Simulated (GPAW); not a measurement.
# MgO (Fm-3m): G0W0 with GPAW, start to end, part 2 of 2

Aim: the G0W0 gap of MgO (Fm-3m) on PBE, step by step.

GPAW 26.7.0; PBE and many-body steps on it, plane waves. Known limits of the many-body steps: not at the basis limit.

So far. Step 3 (Bands along the symmetry lines): The gap is 4.724 eV, as in the run before at this level. Step 4 (Empty states on the mesh, 6×6×6 mesh, 88 bands): On this mesh the gap is 4.724 eV.

The database entry behind the starting cell differs from later determinations by our own check (about 0.1 % long), so it need not match the best structure at ambient conditions.

### Step 5. Screening and self-energy, 6×6×6 mesh, 78 bands, screening to 150 eV

Now the one-shot GW correction: screening in the RPA, then the self-energy of the levels asked for.

This step: G0W0 on PBE, plane waves, PAW.

run.py reads:

```python
import json
import numpy as np
from gpaw.mpi import world
from gpaw.response.g0w0 import G0W0

gw = G0W0('full.gpw',
    filename='gw',
    kpts=[0],
    bands=(6, 10),
    ecut=150,
    nbands=78,
    integrate_gamma='WS',
    ppa=True)
gw.calculate()
res = {mode: {k: v for k, v in r.items() if k != 'sigma_eskwn'}
       for mode, r in gw.all_results.items()}

if world.rank == 0:
    with open('result.json', 'w') as f:
        json.dump(res, f, default=lambda x: x.tolist())
```

Command:

```bash
$ mpirun -n 4 gpaw python run.py
```

Numbers of over 12 decimals in the logs are rounded to 6 here.

Output:

```text
Using integrator: PointIntegrator
FrequencyGridDescriptor(from 0.000+0.000j to 0.000+27.211j eV, 2 points)
Nonperiodic BCs:  [False False False]
Using integrator: PointIntegrator
FrequencyGridDescriptor(from 0.000+0.000j to 0.000+27.211j eV, 2 points)
Nonperiodic BCs:  [False False False]
  ___  _ _ _
 |   || | | |
 | | || | | |
 |__ ||_____|
 |___|

BZ k-points: Symmetries present (total): 48

  [... matrices ...]
216 k-points: 6 x 6 x 6 Monkhorst-Pack grid + [1/12,1/12,1/12]
16 k-points in the irreducible part of the Brillouin zone
       k-points in crystal coordinates                weights
   0:     0.00000000    0.00000000    0.00000000          1/216
   1:     0.16666667    0.16666667    0.00000000          6/216
   2:     0.16666667    0.16666667    0.16666667          8/216
   3:     0.33333333    0.16666667    0.16666667         12/216
   4:     0.33333333    0.33333333   -0.33333333         12/216
   5:     0.33333333    0.33333333    0.00000000          6/216
   6:     0.33333333    0.33333333    0.16666667         24/216
   7:     0.33333333    0.33333333    0.33333333          8/216
   8:     0.50000000    0.33333333   -0.33333333         24/216
   9:     0.50000000    0.33333333   -0.16666667         12/216
          ...
  15:     0.50000000    0.50000000    0.50000000          4/216

Distributing spins, k-points and bands (1 x 1 x 4) over 4 processes
Number of blocks: 1

Quasi particle states:
k-points (IBZ indices): [0]
Band range: (6, 10)
  [... matrices ...]
Computational parameters:
Plane wave cut-off: 150 eV
Number of bands: 78
Coulomb cutoff: None
Broadening: 0.1 eV

fxc modes: GW
Kernel: RPA
Using Godby-Needs plasmon-pole approximation:
  Fitting energy: i*E0, E0 = 1.000 Hartree
Summing all q:

Calculating screened Coulomb potential
No Coulomb truncation
FrequencyGridDescriptor(from 0.000+0.000j to 0.000+27.211j eV, 2 points)
Removing empty qpoint cache files...

Calculating chi0 body with:
    Ground state adapter containing:
    Number of spins: 1
    Number of kpoints: 216
    Number of irreducible kpoints: 16
    Number of completely occupied states: 8
    Number of partially occupied states: 8
    Occupied states memory: 0.7119140625 M / cpu

    Linear response parametrization:
    q_c: [1.3877787807814457e-17, 1.3877787807814457e-17, 1.3877787807814457e-17]
    Number of frequency points: 2
    Planewave cutoff: 150.0
    Number of bands: 78
    Number of planewaves: 65
    Broadening (eta): 1e-06
    comm.size: 4
    kncomm.size: 4
    blockcomm.size: 1

    Memory estimate of potentially large arrays:
        chi0_wGG: 0.128937 M / cpu
Integrating chi0 body.

Symmetries of q_c:
    Direct symmetries (Uq -> q): 48
    Indirect symmetries (TUq -> q): 0
In total 48 allowed symmetries.

  [... matrices ...]
16 groups of equivalent kpoints. 92.592593% reduction.

Integral kind: response function
Integrating chi0 head and wings.

Symmetries of q_c:
    Direct symmetries (Uq -> q): 48
    Indirect symmetries (TUq -> q): 0
In total 48 allowed symmetries.

  [... matrices ...]
16 groups of equivalent kpoints. 92.592593% reduction.

Integral kind: response function wings

Calculating chi0 body with:
    Ground state adapter containing:
    Number of spins: 1
    Number of kpoints: 216
    Number of irreducible kpoints: 16
    Number of completely occupied states: 8
    Number of partially occupied states: 8
[... the further q-points ...]

Results:
f:      Occupation numbers
eps:     KS-eigenvalues [eV]
vxc:     KS vxc [eV]
exx:     Exact exchange [eV]
sigma:   Self-energies [eV]
dsigma:  Self-energy derivatives
Z:       Renormalization factors
qp:      QP-energies [eV]

k-point 0 (0): (0.000, 0.000, 0.000)                GW
band       f     eps     vxc     exx   sigma  dsigma       Z      qp
                                                                   GW
   6   1.000   4.863 -20.936 -26.384   3.868  -0.250   0.800   3.600
   7   1.000   4.863 -20.936 -26.384   3.868  -0.250   0.800   3.600
   8   0.000   9.587 -14.706 -10.032  -3.357  -0.173   0.853  10.710
   9   0.000  20.669  -9.540  -3.657  -4.527  -0.173   0.852  21.825
```

Wall time 31 s (4 MPI ranks of Arm Neoverse V2, shared host); peak memory 0.88 GiB.

Numbers from this step:

```yaml
g0w0_gap_on_the_points_computed: 7.110 eV
least_direct_g0w0_gap_on_the_computed_points: 7.110 eV
z_at_the_valence_top: 0.8001
z_at_the_conduction_bottom: 0.8528
starting_gap_on_the_mesh: 4.724 eV
k_of_the_valence_top: 0, 0, 0
k_of_the_conduction_bottom: 0, 0, 0
```

The gap on the mesh goes from 4.72 eV to 7.11 eV, a correction of +2.39 eV.

Limits: finite bands, cutoff and mesh. v1 is the top filled band, c1 the lowest empty one. Levels before and after the correction, in eV, zero at the valence-band top of each column:

|  | conduction bottom | valence top |
| --- | --- | --- |
| Kohn-Sham | 4.72 | 0.00 |
| G0W0 | 7.11 | 0.00 |

|  | level | energy (eV) |
| --- | --- | --- |
| Kohn-Sham | Γ v2-v1 | 0.000 |
| Kohn-Sham | Γ c1 | 4.724 |
| Kohn-Sham | Γ c2 | 15.806 |
| G0W0 | Γ v2-v1 | 0.000 |
| G0W0 | Γ c1 | 7.110 |
| G0W0 | Γ c2 | 18.225 |

### Step 6. Where the time went

Times are wall times on 4 MPI ranks of Arm Neoverse V2, shared host, good to a factor of about two.

| step | time | share | memory (GiB) |
| --- | --- | --- | --- |
| ground state | 5 s | 11 % | 0.6 |
| bands along the symmetry lines | 4.4 s | 10 % | 0.62 |
| empty states on the mesh | 4.6 s | 10 % | 0.76 |
| screening and self-energy | 31 s | 69 % | 0.88 |

### Step 7. Results

* PBE gap: 4.72 eV, direct
* G0W0 gap on the mesh: 7.11 eV
* GW settings: 6×6×6 mesh, 78 bands, screening to 150 eV, Godby-Needs plasmon pole
* known limits: not at the basis limit

G0W0 moves the gap on the mesh from 4.72 eV to 7.11 eV (+2.39 eV), with Z of 0.80 and 0.85 at the edges. Only 1 of the mesh's irreducible points was corrected, so a valley elsewhere could overtake. The dearest step here is «screening and self-energy». Bands and cutoff are finite, so the gap is not at the basis limit. The miss can reach some tenths of an eV and take either sign; the mesh is an error of its own. These stock PAW sets were not made for GW. In the G0W0 run levels were corrected at 1 k point alone, so a gap called «on the mesh» is the least over those, and an edge elsewhere would be missed.

[Paths, hosts, dates, memory and timing lines, banners, echoed tables and standing remarks are left out of the program output.]

[Logs are printed without paths, hosts, clocks, repeated set-up lines and the standing remarks that a program may print on its own settings, such as how far it seeks lower states.]

[Runs of the session that timed out or met a known fault of the program may be left out.]

[Hosts, paths, dates, database ids (printed as entryN), source tags and the programs' standing remarks are cut or masked in the printed files.]
